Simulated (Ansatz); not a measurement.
**Te2Mo: further runs on the relaxed cell**

The task here is to estimate one member of a computed series from the others.

Computed with Ansatz 0.2.0 (DFT PBE+D3(BJ), scalar-relativistic, plane waves, PAW, unless a step's input says otherwise).

## The starting structure

It takes space group P2_1/m (No. 11, monoclinic). Conventional cell: a = 6.333 Å, b = 3.468 Å, c = 13.315 Å, α = 90.00°, β = 94.21°, γ = 90.00°. Around Te (site symmetry m) lie 3 Mo at 2.79 to 2.80 Å. Around Te (site symmetry m) lie 3 Mo at 2.70 Å. Te (site symmetry m) has 3 Mo at 2.70 to 2.71 Å as nearest neighbours. Around Mo (site symmetry m) lie 6 Te at 2.70 to 2.80 Å and 2 Mo at 2.88 Å.

As a file:

```cif
data_structure
_symmetry_space_group_name_H-M 'P2_1/m'
_symmetry_Int_Tables_number 11
_cell_length_a 6.3334
_cell_length_b 3.4680
_cell_length_c 13.3146
_cell_angle_alpha 90.000
_cell_angle_beta 94.210
_cell_angle_gamma 90.000
_cell_volume 291.66
loop_
_atom_site_label
_atom_site_type_symbol
_atom_site_symmetry_multiplicity
_atom_site_Wyckoff_symbol
_atom_site_fract_x
_atom_site_fract_y
_atom_site_fract_z
_atom_site_occupancy
Te1 Te 2 e 0.41097 0.75000 0.89333 1
Te2 Te 2 e 0.90329 0.25000 0.84457 1
Te3 Te 2 e 0.44373 0.25000 0.65472 1
Te4 Te 2 e 0.94670 0.75000 0.60711 1
Mo1 Mo 2 e 0.81777 0.75000 0.99186 1
Mo2 Mo 2 e 0.68026 0.25000 0.49356 1
```

It goes back to an entry of the Materials Project.

This cell was relaxed beforehand with the same method: volume 24.30 Å³/atom, gap on the mesh none (metal).

Set-up of the first run:

input.yaml reads:

```yaml
crystal:
  lattice:
    - [6.3326834034, 0.0, -0.096802685]
    - [0.0, 3.4679811039, 0.0]
    - [-0.7744361773, 0.0, 13.2920896345]
  atoms:
    - { symbol: Te, position: [0.4109653204, 0.0, 0.893333553] }
    - { symbol: Te, position: [0.5890346796, 0.5, 0.1066664469] }
    - { symbol: Te, position: [0.903286128, 0.5, 0.8445692663] }
    - { symbol: Te, position: [0.096713872, 0.0, 0.1554307337] }
    - { symbol: Te, position: [0.4437329291, 0.5, 0.6547163931] }
    - { symbol: Te, position: [0.5562670709, 0.0, 0.3452836068] }
    - { symbol: Te, position: [0.9467049338, 0.0, 0.6071115514] }
    - { symbol: Te, position: [0.0532950662, 0.5, 0.3928884486] }
    - { symbol: Mo, position: [0.8177675852, 0.0, 0.9918635901] }
    - { symbol: Mo, position: [0.1822324148, 0.5, 0.0081364099] }
    - { symbol: Mo, position: [0.6802635948, 0.5, 0.4935597545] }
    - { symbol: Mo, position: [0.3197364051, 0.0, 0.5064402455] }
basis:
  ecutwfc: 420
kpoints:
  mp_grid: { grid: [6, 10, 4] }
hamiltonian:
  xc: pbesol
scf:
  occupations: { method: gaussian, width: 0.1 }
output:
  forces: true
  stress: true
  eigenvalues: true
relax:
  adjacent_minimum: "off"
  f_tol: 0.005
  max_steps: 50
  cell: { stress_tol: 0.05 }
```

Launch:

```bash
ansatz run input.yaml --threads 8 --pin off --max-ram 22528MiB --backend cpu --events-out ev --progress --plain --runs-dir out
```

Steps of the session up to this table: Relaxing with PBEsol; Relaxing with LDA; The cell under PBE.

One of the session's tables, all rows but one given; the rest of the session is left out.

It belongs to the step «Relaxed cells side by side». 

| functional | a (Å) | b (Å) | c (Å) | volume (Å³/atom) |
| --- | --- | --- | --- | --- |
| PBE+D3(BJ) | 6.333 | 3.468 | 13.315 | 24.30 |
| PBEsol | 6.323 | 3.450 | 13.670 | 24.80 |
| LDA | ? | ? | ? | ? |
| PBE | 6.368 | 3.470 | 15.806 | 29.11 |

**Question.** Estimate the row for LDA.

As computed: a (Å): 6.294; b (Å): 3.439; c (Å): 13.366; volume (Å³/atom): 24.05. In the column «a (Å)» it is the lowest.

Layers here are held mostly by dispersion, which this level lacks, so their spacing and the stiffness across them are unreliable there.

Limits of these values: Warnings in the runs' records: structure snapped to symmetry.
